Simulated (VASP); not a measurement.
# AlN (F-43m) in VASP: notebook, part 2 of 2

VASP 6.6.1. Earlier steps stand in the parts before.

### 4 Band structure, HSE03

Contents of POSCAR:

```
AlN
1.0
    0.0000000000      2.1839935596      2.1839935596
    2.1839935596      0.0000000000      2.1839935596
    2.1839935596      2.1839935596      0.0000000000
Al N
1 1
Direct
    0.0000000000      0.0000000000      0.0000000000
    0.2500000000      0.2500000000      0.2500000000
```

Contents of INCAR.step1:

```
SYSTEM = AlN
ALGO = Normal
EDIFF = 1E-5
ENCUT = 520
GGA = PE
ISIF = 2
ISMEAR = 0
KPAR = 4
LASPH = .True.
LCHARG = .False.
LREAL = .False.
LWAVE = .True.
NBANDS = 11
NELM = 100
PREC = Accurate
SIGMA = 0.02
```

Contents of INCAR.step2:

```
SYSTEM = AlN
ALGO = Normal
EDIFF = 1E-7
ENCUT = 520
GGA = PE
HFSCREEN = 0.3
ISIF = 2
ISMEAR = 0
ISTART = 1
KPAR = 4
LASPH = .True.
LCHARG = .False.
LHFCALC = .True.
LREAL = .False.
LWAVE = .False.
NBANDS = 11
NELM = 100
PREC = Accurate
PRECFOCK = Fast
SIGMA = 0.02
```

Contents of KPOINTS:

```
k-points
0
Gamma
  8 8 8
  0 0 0
```

Contents of KPOINTS_OPT:

```
path GXWKGLUWLK,UX
12
line-mode
reciprocal
 0.0000000000  0.0000000000  0.0000000000  G
 0.5000000000  0.0000000000  0.5000000000  X

 0.5000000000  0.0000000000  0.5000000000  X
 0.5000000000  0.2500000000  0.7500000000  W

 0.5000000000  0.2500000000  0.7500000000  W
 0.3750000000  0.3750000000  0.7500000000  K

 0.3750000000  0.3750000000  0.7500000000  K
 0.0000000000  0.0000000000  0.0000000000  G

 0.0000000000  0.0000000000  0.0000000000  G
 0.5000000000  0.5000000000  0.5000000000  L

 0.5000000000  0.5000000000  0.5000000000  L
 0.6250000000  0.2500000000  0.6250000000  U

 0.6250000000  0.2500000000  0.6250000000  U
 0.5000000000  0.2500000000  0.7500000000  W

 0.5000000000  0.2500000000  0.7500000000  W
 0.5000000000  0.5000000000  0.5000000000  L

 0.5000000000  0.5000000000  0.5000000000  L
 0.3750000000  0.3750000000  0.7500000000  K

 0.6250000000  0.2500000000  0.6250000000  U
 0.5000000000  0.0000000000  0.5000000000  X
```

Potentials or basis: VASP PAW PBE potentials, release 64 (Al, N).

Run with:

```bash
$ cat potpaw_PBE.64/Al/POTCAR potpaw_PBE.64/N/POTCAR > POTCAR
$ cp INCAR.step1 INCAR
$ mpirun -np 4 vasp_std > vasp.out
$ cp INCAR.step2 INCAR
$ mpirun -np 4 vasp_std > vasp.out
```

OUTCAR:

```text
SYSTEM = AlN
   EDIFF = 1E-7
   ENCUT = 520
   GGA = PE
   HFSCREEN = 0.3
   ISIF = 2
   ISMEAR = 0
   ISTART = 1
   LASPH = .True.
   LHFCALC = .True.
   LREAL = .False.
   NELM = 100
   PREC = Accurate
   PRECFOCK = Fast

 ion  position               nearest neighbor table
   1  0.000  0.000  0.000-   2 1.89   2 1.89   2 1.89   2 1.89
   2  0.250  0.250  0.250-   1 1.89   1 1.89   1 1.89   1 1.89

  LATTYP: Found a face centered cubic cell.
 ALAT       =     4.3679871192

  Lattice vectors:

 A1 = (   0.0000000000,   2.1839935596,   2.1839935596)
 A2 = (   2.1839935596,   0.0000000000,   2.1839935596)
 A3 = (   2.1839935596,   2.1839935596,   0.0000000000)

Analysis of symmetry for initial positions (statically):
=====================================================================
 Subroutine PRICEL returns:
 Original cell was already a primitive cell.

 Routine SETGRP: Setting up the symmetry group for a
 face centered cubic supercell.

 Subroutine GETGRP returns: Found 24 space group operations
 (whereof 24 operations were pure point group operations)
 out of a pool of 48 trial point group operations.

The static configuration has the point symmetry T_d .

Analysis of symmetry for dynamics (positions and initial velocities):
=====================================================================
 Subroutine PRICEL returns:
 Original cell was already a primitive cell.

 Routine SETGRP: Setting up the symmetry group for a
 face centered cubic supercell.

 Subroutine GETGRP returns: Found 24 space group operations
 (whereof 24 operations were pure point group operations)
 out of a pool of 48 trial point group operations.

The dynamic configuration has the point symmetry T_d .

 Subroutine INISYM returns: Found 24 space group operations
 (whereof 24 operations are pure point group operations),
 and found     1 'primitive' translations

----------------------------------------------------------------------------------------
[... 128 lines left out ...]
   ENCUTFOCK=  -1.0 apply spherical cutoff to Coloumb kernel
   IVDW    =     0    specifies the selected vdW correction
   LEPSILON=     F    determine dielectric tensor
   LRPA    =     F    only Hartree local field effects (RPA)
 non-spin polarized calculation
 Gauss-broadening in eV      SIGMA  =   0.02
  energy-cutoff  :      520.00
  volume of cell :       20.83
 maximum number of plane-waves:       568
  NGX = 14; NGY = 14; NGZ = 14

 number of electron       8.0000000 magnetization

 Free energy of the ion-electron system (eV)
  ---------------------------------------------------
  ext. energy  EPLUGINS =         0.00000000
  ---------------------------------------------------
  free energy    TOTEN  =       -17.03388278 eV

  energy without entropy =      -17.03388278  energy(sigma->0) =      -17.03388278

 E-fermi :   5.3174     XC(G=0):  -9.1594

 val. band max:        5.1886128874   @ k =   0.0000   0.0000   0.0000
 cond. band min:       9.5196541148   @ k =   0.5000   0.5000   0.0000
 fundamental gap:      4.3310412274
 Fermi energy:         5.3173918152

 k-point     1 :       0.0000    0.0000    0.0000
  band No.  band energies     occupation
      1     -11.2259      2.00000
      2       5.1886      2.00000
      3       5.1886      2.00000
      4       5.1886      2.00000
      5      10.5117      0.00000
      6      19.1552      0.00000
      7      19.1552      0.00000
      8      19.1552      0.00000
      9      24.4986      0.00000
     10      24.4986      0.00000
     11      25.9012      0.00000
[... 309 lines left out ...]
 k-point    24 :      -0.3750    0.2500    0.1250
  band No.  band energies     occupation
      1      -8.7114      2.00000
      2      -0.3269      2.00000
      3       2.7966      2.00000
      4       3.9819      2.00000
      5      13.5199      0.00000
      6      15.7734      0.00000
      7      18.9328      0.00000
      8      19.3957      0.00000
      9      24.0251      0.00000
     10      25.6669      0.00000
     11      28.9574      0.00000

 [... further k-points ...]

------------------------ aborting loop because EDIFF is reached ----------------------------------------

  FORCE on cell =-STRESS in cart. coord.  units (eV):
  Direction    XX          YY          ZZ          XY          YZ          ZX
  --------------------------------------------------------------------------------------
  -------------------------------------------------------------------------------------
  Total       -0.0359708     -0.0359708     -0.0359708      0.0000000      0.0000000      0.0000000
  in kB       -2.7661528     -2.7661528     -2.7661528      0.0000000      0.0000000      0.0000000
  external PRESSURE =      -2.7661528 kB  Pullay stress =       0.0000000 kB

 VOLUME and BASIS-vectors are now :
 -----------------------------------------------------------------------------
  energy-cutoff  :      520.00
  volume of cell :       20.83
      direct lattice vectors                 reciprocal lattice vectors
     0.000000000  2.183993560  2.183993560    -0.228938404  0.228938404  0.228938404
     2.183993560  0.000000000  2.183993560     0.228938404 -0.228938404  0.228938404
     2.183993560  2.183993560  0.000000000     0.228938404  0.228938404 -0.228938404

 POSITION                                       TOTAL-FORCE (eV/Angst)
 -----------------------------------------------------------------------------------
      0.00000      0.00000      0.00000         0.000000      0.000000     -0.000000
      1.09200      1.09200      1.09200        -0.000000     -0.000000      0.000000
 -----------------------------------------------------------------------------------
    total drift:                                0.000002     -0.000001      0.000000

  FREE ENERGIE OF THE ION-ELECTRON SYSTEM (eV)
  ---------------------------------------------------
  free  energy   TOTEN  =       -17.0338827837 eV

  energy  without entropy=      -17.0338827837  energy(sigma->0) =      -17.03388278
```

OSZICAR.step1:

```text
N       E                     dE             d eps       ncg     rms          rms(c)
DAV:   1     0.128753596656E+02    0.12875E+02   -0.39098E+03   646   0.607E+02
DAV:   2    -0.161468563576E+02   -0.29022E+02   -0.28081E+02   771   0.138E+02
DAV:   3    -0.172154208740E+02   -0.10686E+01   -0.10670E+01   788   0.258E+01
DAV:   4    -0.172208802773E+02   -0.54594E-02   -0.54591E-02   716   0.204E+00
DAV:   5    -0.172209435032E+02   -0.63226E-04   -0.63226E-04   789   0.210E-01    0.862E+00
DAV:   6    -0.148506689726E+02    0.23703E+01   -0.11866E+01   753   0.173E+01    0.283E+00
DAV:   7    -0.148467999277E+02    0.38690E-02   -0.16836E-01   710   0.322E+00    0.206E+00
DAV:   8    -0.148416482889E+02    0.51516E-02   -0.27621E-02   701   0.158E+00    0.577E-01
DAV:   9    -0.148402785174E+02    0.13698E-02   -0.38798E-03   758   0.370E-01    0.232E-01
DAV:  10    -0.148403250412E+02   -0.46524E-04   -0.39978E-04   695   0.129E-01    0.202E-02
DAV:  11    -0.148403372952E+02   -0.12254E-04   -0.11944E-05   719   0.258E-02    0.159E-02
DAV:  12    -0.148403371889E+02    0.10637E-06   -0.38316E-07   364   0.478E-03
   1 F= -.14840337E+02 E0= -.14840337E+02  d E =-.139330E-47
```

Run time: 9.1 min. Hardware: 4 MPI ranks of Intel Xeon Platinum 8488C (Sapphire Rapids), shared host; peak memory 0.3 GiB.

Results:

- Free energy: -17.0339 eV
- Pressure: -0.3 GPa
- Band gap on the k mesh: 4.33 eV, indirect (least direct gap 5.32 eV)
- Band gap along the path: 4.33 eV, indirect (least direct gap 5.32 eV)

Levels at the corners of the path, in eV from the valence-band top:
| point | band 2 | band 3 | band 4 | band 5 | band 6 | band 7 |
| --- | --- | --- | --- | --- | --- | --- |
| Γ | 0.00 | 0.00 | 0.00 | 5.32 | 13.97 | 13.97 |
| X | -5.29 | -1.94 | -1.94 | 4.33 | 9.83 | 15.80 |
| X | -5.29 | -1.94 | -1.94 | 4.33 | 9.83 | 15.80 |
| W | -4.08 | -3.70 | -2.85 | 7.20 | 12.84 | 13.43 |
| W | -4.08 | -3.70 | -2.85 | 7.20 | 12.84 | 13.43 |
| K | -4.59 | -3.88 | -1.50 | 6.27 | 11.48 | 14.81 |
| K | -4.59 | -3.88 | -1.50 | 6.27 | 11.48 | 14.81 |
| Γ | 0.00 | 0.00 | 0.00 | 5.32 | 13.97 | 13.97 |
| Γ | 0.00 | 0.00 | 0.00 | 5.32 | 13.97 | 13.97 |
| L | -6.29 | -0.53 | -0.53 | 8.62 | 11.36 | 12.49 |
| L | -6.29 | -0.53 | -0.53 | 8.62 | 11.36 | 12.49 |
| U | -4.59 | -3.88 | -1.50 | 6.27 | 11.48 | 14.81 |
| U | -4.59 | -3.88 | -1.50 | 6.27 | 11.48 | 14.81 |
| W | -4.08 | -3.70 | -2.85 | 7.20 | 12.84 | 13.43 |
| W | -4.08 | -3.70 | -2.85 | 7.20 | 12.84 | 13.43 |
| L | -6.29 | -0.53 | -0.53 | 8.62 | 11.36 | 12.49 |
| L | -6.29 | -0.53 | -0.53 | 8.62 | 11.36 | 12.49 |
| K | -4.59 | -3.88 | -1.50 | 6.27 | 11.48 | 14.81 |
| U | -4.59 | -3.88 | -1.50 | 6.27 | 11.48 | 14.81 |
| X | -5.29 | -1.94 | -1.94 | 4.33 | 9.83 | 15.80 |

Caveat: the PAW data sets were made with another functional, which shifts forces and pressure a little.

### 5 Band structure, PBE0

POSCAR is that of step 4.

INCAR.step1 is that of step 4.

INCAR.step2: that of step 4 with these lines changed.

```diff
@@ -1,2 +1,3 @@
 SYSTEM = AlN
+AEXX = 0.25
 ALGO = Normal
@@ -5,3 +6,3 @@
 GGA = PE
-HFSCREEN = 0.3
+HFRCUT = -1
 ISIF = 2
```

KPOINTS is that of step 4.

KPOINTS_OPT is that of step 4.

Run with:

```bash
$ cat potpaw_PBE.64/Al/POTCAR potpaw_PBE.64/N/POTCAR > POTCAR
$ cp INCAR.step1 INCAR
$ mpirun -np 4 vasp_std > vasp.out
$ cp INCAR.step2 INCAR
$ mpirun -np 4 vasp_std > vasp.out
```

Wall time 8.5 min (4 MPI ranks of Intel Xeon Platinum 8488C (Sapphire Rapids), shared host); peak memory 0.22 GiB.

It converged, with:

- Free energy: -18.3127 eV
- Pressure: -0.5 GPa
- Band gap on the k mesh: 5.29 eV, indirect (least direct gap 6.28 eV)
- Band gap along the path: 5.29 eV, indirect (least direct gap 6.27 eV)

Levels at the corners of the path, in eV from the valence-band top:
```
point  band 2  band 3  band 4  band 5  band 6  band 7
    Γ    0.00    0.00    0.00    6.27   15.02   15.02
    X   -5.37   -1.96   -1.96    5.29   10.84   16.89
    X   -5.37   -1.96   -1.96    5.29   10.84   16.89
    W   -4.14   -3.77   -2.90    8.21   13.87   14.49
    W   -4.14   -3.77   -2.90    8.21   13.87   14.49
    K   -4.66   -3.95   -1.52    7.25   12.51   15.89
    K   -4.66   -3.95   -1.52    7.25   12.51   15.89
    Γ    0.00    0.00    0.00    6.27   15.02   15.02
    Γ    0.00    0.00    0.00    6.27   15.02   15.02
    L   -6.39   -0.54   -0.54    9.63   12.41   13.53
    L   -6.39   -0.54   -0.54    9.63   12.41   13.53
    U   -4.66   -3.95   -1.52    7.25   12.51   15.89
    U   -4.66   -3.95   -1.52    7.25   12.51   15.89
    W   -4.14   -3.77   -2.90    8.21   13.87   14.49
    W   -4.14   -3.77   -2.90    8.21   13.87   14.49
    L   -6.39   -0.54   -0.54    9.63   12.41   13.53
    L   -6.39   -0.54   -0.54    9.63   12.41   13.53
    K   -4.66   -3.95   -1.52    7.25   12.51   15.89
    U   -4.66   -3.95   -1.52    7.25   12.51   15.89
    X   -5.37   -1.96   -1.96    5.29   10.84   16.89
```

Caveat: the PAW data sets were made with another functional, which shifts forces and pressure a little.

### 6 Band structure, HSE06

POSCAR is that of step 5.

Contents of INCAR.step1:

```
ALGO = Normal
EDIFF = 1E-5
ENCUT = 520
GGA = PE
ISIF = 2
ISMEAR = 0
KPAR = 4
LASPH = T
LCHARG = F
LREAL = F
LWAVE = T
NELM = 100
PREC = Accurate
SIGMA = 0.02
```

Contents of INCAR.step2:

```
ALGO = Normal
EDIFF = 1E-6
ENCUT = 520
GGA = PE
HFSCREEN = 0.2
ISIF = 2
ISMEAR = 0
ISTART = 1
KPAR = 4
LASPH = T
LCHARG = F
LHFCALC = T
LREAL = F
LWAVE = F
NELM = 100
PREC = Accurate
PRECFOCK = Fast
SIGMA = 0.02
```

Contents of KPOINTS:

```
k-points
0
Gamma
  8 8 8
```

KPOINTS_OPT: that of step 5 with these lines changed.

```diff
@@ -1,3 +1,3 @@
 path GXWKGLUWLK,UX
-12
+8
 line-mode
```

Potentials or basis: VASP PAW PBE potentials, release 64 (Al, N).

Run with:

```bash
$ cat potpaw_PBE.64/Al/POTCAR potpaw_PBE.64/N/POTCAR > POTCAR
$ cp INCAR.step1 INCAR
$ mpirun -np 4 vasp_std > vasp.out
$ cp INCAR.step2 INCAR
$ mpirun -np 4 vasp_std > vasp.out
```

Wall time 5.1 min (4 MPI ranks of AMD EPYC 9R45 (Zen 5), shared host); peak memory 0.26 GiB.

It converged, with:

| Item | Value |
| --- | --- |
| Free energy | -17.4293 eV |
| Pressure | -0.6 GPa |
| Band gap on the k mesh | 4.58 eV, indirect (least direct gap 5.57 eV) |
| Band gap along the path | 4.58 eV, indirect (least direct gap 5.57 eV) |

Levels at the corners of the path, in eV from the valence-band top:
| point | band 1 | band 2 | band 3 | band 4 | band 5 | band 6 | band 7 | band 8 |
| --- | --- | --- | --- | --- | --- | --- | --- | --- |
| Γ | -16.48 | 0.00 | 0.00 | 0.00 | 5.57 | 14.27 | 14.27 | 14.27 |
| X | -13.62 | -5.34 | -1.95 | -1.95 | 4.58 | 10.10 | 16.13 | 17.85 |
| X | -13.62 | -5.34 | -1.95 | -1.95 | 4.58 | 10.10 | 16.13 | 17.85 |
| W | -13.56 | -4.12 | -3.74 | -2.88 | 7.47 | 13.13 | 13.73 | 14.14 |
| W | -13.56 | -4.12 | -3.74 | -2.88 | 7.47 | 13.13 | 13.73 | 14.14 |
| K | -13.64 | -4.63 | -3.92 | -1.51 | 6.53 | 11.77 | 15.13 | 16.10 |
| K | -13.64 | -4.63 | -3.92 | -1.51 | 6.53 | 11.77 | 15.13 | 16.10 |
| Γ | -16.48 | 0.00 | 0.00 | 0.00 | 5.57 | 14.27 | 14.27 | 14.27 |
| Γ | -16.48 | 0.00 | 0.00 | 0.00 | 5.57 | 14.27 | 14.27 | 14.27 |
| L | -14.30 | -6.35 | -0.53 | -0.53 | 8.90 | 11.67 | 12.78 | 12.78 |
| L | -14.30 | -6.35 | -0.53 | -0.53 | 8.90 | 11.67 | 12.78 | 12.78 |
| U | -13.64 | -4.63 | -3.92 | -1.51 | 6.53 | 11.77 | 15.13 | 16.10 |
| U | -13.64 | -4.63 | -3.92 | -1.51 | 6.53 | 11.77 | 15.13 | 16.10 |
| W | -13.56 | -4.12 | -3.74 | -2.88 | 7.47 | 13.13 | 13.73 | 14.14 |
| W | -13.56 | -4.12 | -3.74 | -2.88 | 7.47 | 13.13 | 13.73 | 14.14 |
| L | -14.30 | -6.35 | -0.53 | -0.53 | 8.90 | 11.67 | 12.78 | 12.78 |
| L | -14.30 | -6.35 | -0.53 | -0.53 | 8.90 | 11.67 | 12.78 | 12.78 |
| K | -13.64 | -4.63 | -3.92 | -1.51 | 6.53 | 11.77 | 15.13 | 16.10 |
| U | -13.64 | -4.63 | -3.92 | -1.51 | 6.53 | 11.77 | 15.13 | 16.10 |
| X | -13.62 | -5.34 | -1.95 | -1.95 | 4.58 | 10.10 | 16.13 | 17.85 |

Caveat: the PAW data sets were made with another functional, which shifts forces and pressure a little.

### 7 For comparison

An earlier run on the cell as given: functional PBEsol; potentials or basis VASP PAW PBE potentials, release 64 (Al, N); cutoff 520 eV; k mesh 10 × 10 × 10; occupations fermi-dirac, width 0.05 eV; no spin polarisation.

* Pressure: 1.3 GPa
* Band gap on the k mesh: 3.19 eV, indirect (least direct gap 4.13 eV)

### 8 The runs side by side

| task | level | potentials or basis | k mesh | cutoff (eV) | smearing | ladder | GW scheme | GW iterations | cutoff of the response function | frequency points | gap on the mesh (eV) | pressure (GPa) |
| --- | --- | --- | --- | --- | --- | --- | --- | --- | --- | --- | --- | --- |
| G0W0 quasiparticle levels | LDA | VASP PAW LDA potentials, release 64 (Al_GW, N_GW) | 6 × 6 × 6 | 500 | gaussian 0.01 eV | free | G0W0 | 1 | 200 | 50 | - | - |
| band structure | HSE06 | VASP PAW PBE potentials, release 64 (Al, N) | 8 × 8 × 8 | 520 | gaussian 0.02 eV | free | - | - | - | - | 4.57 | -0.6 |
| band structure | HSE03 | VASP PAW PBE potentials, release 64 (Al, N) | 8 × 8 × 8 | 520 | gaussian 0.02 eV | free | - | - | - | - | 4.33 | -0.3 |
| band structure | PBE0 | VASP PAW PBE potentials, release 64 (Al, N) | 8 × 8 × 8 | 520 | gaussian 0.02 eV | free | - | - | - | - | 5.29 | -0.5 |
| band structure | HSE06 | VASP PAW PBE potentials, release 64 (Al, N) | 8 × 8 × 8 | 520 | gaussian 0.02 eV | gaps | - | - | - | - | 4.58 | -0.6 |
| single point | PBEsol | VASP PAW PBE potentials, release 64 (Al, N) | 10 × 10 × 10 | 520 | fermi-dirac 0.05 eV | free | - | - | - | - | 3.19 | 1.3 |

Alike in all rows: no spin polarisation; cell as given.

Caveats: the PAW data sets were made with another functional, which shifts forces and pressure a little (some runs); the cutoff is under 1.25 times the usual one of these potentials, so pressure, stress and relaxed cells hold a basis-set (Pulay) error (some runs); bands, screening cutoff and mesh are small and nothing is extrapolated, so the quasiparticle values aren't converged (some runs).

Total energies depend on the potentials used, so only differences within one code and one set of settings carry meaning.
